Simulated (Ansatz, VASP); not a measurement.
# GaSb: 3 runs at one level of theory

The starting cell:

```
Sb Ga
1.0
     0.00000    3.05900    3.05900
     3.05900    0.00000    3.05900
     3.05900    3.05900    0.00000
Sb Ga
1 1
Direct
  0.75000 0.75000 0.75000
  0.00000 0.00000 0.00000
```

Alike in all runs: task relaxation of cell and atoms; functional revPBE; dispersion D3(BJ); k mesh 8 × 8 × 8; occupations fermi-dirac, width 0.05 eV; no spin polarisation; no spin-orbit coupling.

```tsv
program and potentials	plane-wave cutoff (eV)	notes	equilibrium volume (Å³/atom)
Ansatz, Ansatz PAW	420	potentials made for PBE, which Ansatz adapts in part; 14 valence electrons an atom on average	28.39
VASP, PBE PAW files Ga_d, Sb, 600 eV	600	potentials made for PBE; 9 valence electrons an atom on average	28.41
Ansatz, all-electron LAPW, scalar-relativistic	-	-	28.38
```

The equilibrium volume spans 28.38 (Ansatz, all-electron LAPW, scalar-relativistic) to 28.41 Å³/atom (VASP, PBE PAW files Ga_d, Sb, 600 eV), with all-electron results at 28.38. Some sets were made for another functional than the one run, which can shift their rows. Relaxations stop with a little pressure left, so the last digit of a volume isn't settled.

The functional is the same throughout but for its coding, so the spread measures potentials, basis and numerics; runs on potential files found faulty are left out.
